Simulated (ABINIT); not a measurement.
# V (Im-3m) in ABINIT: reference runs, part 2 of 2

ABINIT 10.8.3 (patched build). Earlier steps stand in the parts before.

## 3. Single point, PBE, collinear spin, ferromagnetic start (cell strained at random at fixed volume)

Input file run.abi:

```
# Pseudopotentials
pp_dirpath "./"
pseudos "V.GGA_PBE-JTH.xml"

# Structure
acell 3*1.0 Angstrom
rprim
    -1.5169890000     1.5201330000     1.5775550000
     1.4987350000    -1.4780690000     1.5172360000
     1.5065820000     1.4676620000    -1.5354910000
ntypat 1
znucl 23
natom 1
typat 1
xcart
    -0.0199253560     0.0134702246     0.0471262065
chkprim 0
chksymtnons 0
tolsym 1.0e-6

# Plane-wave basis
ecut 408.170794 eV
pawecutdg 30.0

# k points
kptopt 1
ngkpt 12 12 12
nshiftk 1
shiftk 0.0 0.0 0.0

# Exchange and correlation
ixc 11

# Bands and occupations
nband 11
occopt 3
tsmear 0.00183747

# Spin
nsppol 2
spinat
     0.0000000000     0.0000000000     2.0000000000

# SCF cycle
nstep 100
tolvrs 1.0e-9

# Output
iomode 3
prtwf 0
prteig 0
prtebands 0
prtden 1
prtvha 1
prtvclmb 1
prtpot 1
```

Potentials or basis: JTH PAW PBE v2.0.

The run is started by

```console
$ abinit run.abi > log 2>&1
```

run.abo:

```text
.Version 10.8.3 of ABINIT
 Symmetries : space group P-1 (#  2); Bravais aP (primitive triclinic)
================================================================================
 Values of the parameters that define the memory need of the present run
     intxc =       0    ionmov =       0      iscf =      17    lmnmax =      18
     lnmax =       6     mgfft =      18  mpssoang =       3    mqgrid =    3001
     natom =       1  nloc_mem =       2    nspden =       2   nspinor =       1
    nsppol =       2      nsym =       2    n1xccc =       1    ntypat =       1
    occopt =       3   xclevel =       2
       mpw =         268          nfft =        5832          nkpt =         868
 PAW method is used; the additional fine FFT grid is defined by:
   mgfftf=        27    nfftf =     19683
================================================================================
================================================================================

--------------------------------------------------------------------------------
------------- Echo of variables that govern the present computation ------------
--------------------------------------------------------------------------------
 -outvars: echo values of preprocessed input variables --------
            acell      1.8897261259E+00  1.8897261259E+00  1.8897261259E+00 Bohr
              amu      5.09415000E+01
          chkprim           0
      chksymtnons           0
             ecut      1.50000000E+01 Hartree
                       outvar_i_n : Printing only first  50 k-points.
              ixc          11
                       outvar_i_n : Printing only first  50 k-points.
         kptrlatt       12    0    0      0   12    0      0    0   12
          kptrlen      5.88411543E+01
            natom           1
            nband          11
            ngfft          18      18      18
          ngfftdg          27      27      27
             nkpt         868
           nspden           2
           nsppol           2
            nstep         100
             nsym           2
           ntypat           1
                       prtocc : prtvol=0, do not print more k-points.
                       1.000000  1.000000  1.000000  1.000000  1.000000  1.000000
                       1.000000  0.000000  0.000000  0.000000  0.000000
                       1.000000  1.000000  1.000000  1.000000  1.000000  1.000000
[... 265 lines left out ...]
 kpt#   1, nband= 11, wtk=  0.00058, kpt=  0.0000  0.0000  0.0000 (reduced coord)
  -1.98009   -1.00175   -1.00025   -0.99917    0.12271    0.37169    0.37480    0.38687
   0.44389    0.45394    1.08841
      occupation numbers for kpt#   1
   1.00000    1.00000    1.00000    1.00000    1.00000    0.00886    0.00164    0.00000
   0.00000    0.00000    0.00000
 prteigrs : prtvol=0 or 1, do not print more k-points.

 Eigenvalues (hartree) for nkpt= 868  k points, SPIN DOWN:
 kpt#   1, nband= 11, wtk=  0.00058, kpt=  0.0000  0.0000  0.0000 (reduced coord)
  -1.98008   -1.00175   -1.00025   -0.99917    0.12271    0.37169    0.37480    0.38688
   0.44389    0.45394    1.08841
      occupation numbers for kpt#   1
   1.00000    1.00000    1.00000    1.00000    1.00000    0.00886    0.00164    0.00000
   0.00000    0.00000    0.00000
 prteigrs : prtvol=0 or 1, do not print more k-points.

--- !EnergyTerms
iteration_state     : {dtset: 1, }
comment             : Components of total free energy in Hartree
kinetic             :  9.87064814145675E+00
hartree             :  1.39783351359918E+01
xc                  : -3.82124168641694E+00
Ewald energy        : -5.37231484484621E+01
psp_core            :  3.08417211342393E+00
local_psp           : -4.40513512401343E+01
PAW spherical_terms :  2.59049484992457E+00
internal            : -7.20720911342163E+01
'-kT*entropy'       : -6.70420292812057E-04
total_energy        : -7.20727615545091E+01
total_energy_eV     : -1.96119975247424E+03
...

--- !EnergyTermsDC
iteration_state     : {dtset: 1, }
comment             : '"Double-counting" decomposition of free energy'
band_energy         : -8.50002941491863E+00
Ewald energy        : -5.37231484484621E+01
psp_core            :  3.08417211342393E+00
xc_dc               : -1.30016221679359E+01
PAW spherical_terms :  6.85270161813900E-02
internal            : -7.20721009017113E+01
'-kT*entropy'       : -6.70420292812057E-04
total_energy_dc     : -7.20727713220041E+01
total_energy_dc_eV  : -1.96120001826132E+03
...

--- !EnergyTermsWithPAWCore
iteration_state     : {dtset: 1, }
comment             : 'Components of total free energy, including PAW core contributions'
Total energy        : -9.49312481468618E+02
Total energy DC     : -9.49312491236113E+02
Total energy (eV)   : -2.58321086013733E+04
Total energy DC (eV): -2.58321088671603E+04
...

 Cartesian components of stress tensor (hartree/bohr^3)
  sigma(1 1)=  1.37338234E-04  sigma(3 2)=  1.46333900E-05
  sigma(2 2)=  1.23545606E-04  sigma(3 1)= -1.16002560E-05
  sigma(3 3)=  2.29885620E-04  sigma(2 1)= -9.79672416E-07

-Cartesian components of stress tensor (GPa)         [Pressure= -4.8130E+00 GPa]
- sigma(1 1)=  4.04063036E+00  sigma(3 2)=  4.30529197E-01
- sigma(2 2)=  3.63483723E+00  sigma(3 1)= -3.41291315E-01
- sigma(3 3)=  6.76346846E+00  sigma(2 1)= -2.88229576E-02

== END DATASET(S) ==============================================================
================================================================================

 -outvars: echo values of variables after computation  --------
            acell      1.8897261259E+00  1.8897261259E+00  1.8897261259E+00 Bohr
           etotal     -7.2072771322E+01
            fcart     -0.0000000000E+00 -0.0000000000E+00 -0.0000000000E+00
            rprim     -1.5169890000E+00  1.5201330000E+00  1.5775550000E+00
                       1.4987350000E+00 -1.4780690000E+00  1.5172360000E+00
                       1.5065820000E+00  1.4676620000E+00 -1.5354910000E+00
           strten      1.3733823447E-04  1.2354560624E-04  2.2988562038E-04
                       1.4633389979E-05 -1.1600256023E-05 -9.7967241551E-07
           xangst     -1.0544044307E-02  7.1281358792E-03  2.4938114499E-02
             xred      1.0267999990E-02  4.5549999934E-03 -1.1910000154E-03
 Calculation completed.
```

Wall time 2.7 min (1 thread of Arm Neoverse V1, shared host); peak memory 0.25 GiB.

What came out:

| Property | Result |
| --- | --- |
| Free energy | -1961.2000 eV |
| Pressure | -4.8 GPa |
| Band gap on the k mesh | none (metal or under the smearing width) |
| Net moment | 0.00 μB per cell |
| Valence electrons inside the program's atomic spheres | V 11.21 (radii [1.1698] Å) |

Levels at points of the mesh, in eV from the Fermi level:
Spin up:
```
           k point  band 5  band 6  band 7  band 8  band 9  band 10
(0.00, 0.00, 0.00)   -6.54    0.24    0.32    0.65    2.20     2.47
(0.50, 0.00, 0.00)   -3.08   -1.05    1.24    2.30    2.79     3.85
(0.00, 0.50, 0.00)   -3.06   -0.93    1.52    2.14    2.62     3.97
(0.50, 0.50, 0.00)   -3.08   -1.27    1.64    2.53    2.78     3.95
(0.00, 0.00, 0.50)   -3.08   -1.26    1.76    2.49    2.74     4.00
(0.50, 0.00, 0.50)   -3.07   -0.97    1.32    2.22    2.70     3.89
(0.00, 0.50, 0.50)   -3.06   -0.95    1.70    2.12    2.60     4.02
(0.50, 0.50, 0.50)   -2.90   -2.81    3.40    3.61    3.71     9.22
```
Spin down:
```tsv
k point	band 3	band 4	band 5	band 6	band 7	band 8	band 9	band 10	band 11
(0.00, 0.00, 0.00)	-37.10	-37.07	-6.54	0.24	0.32	0.65	2.20	2.47	19.74
(0.50, 0.00, 0.00)	-37.32	-37.08	-3.08	-1.05	1.24	2.30	2.79	3.85	9.47
(0.00, 0.50, 0.00)	-37.37	-37.10	-3.06	-0.93	1.52	2.14	2.62	3.97	9.78
(0.50, 0.50, 0.00)	-37.36	-37.12	-3.08	-1.27	1.64	2.53	2.78	3.95	9.91
(0.00, 0.00, 0.50)	-37.38	-37.12	-3.08	-1.26	1.76	2.49	2.74	4.00	10.03
(0.50, 0.00, 0.50)	-37.34	-37.09	-3.07	-0.96	1.32	2.22	2.70	3.89	9.56
(0.00, 0.50, 0.50)	-37.38	-37.13	-3.06	-0.95	1.70	2.12	2.60	4.02	9.97
(0.50, 0.50, 0.50)	-37.65	-37.62	-2.90	-2.81	3.40	3.61	3.71	9.22	10.16
```
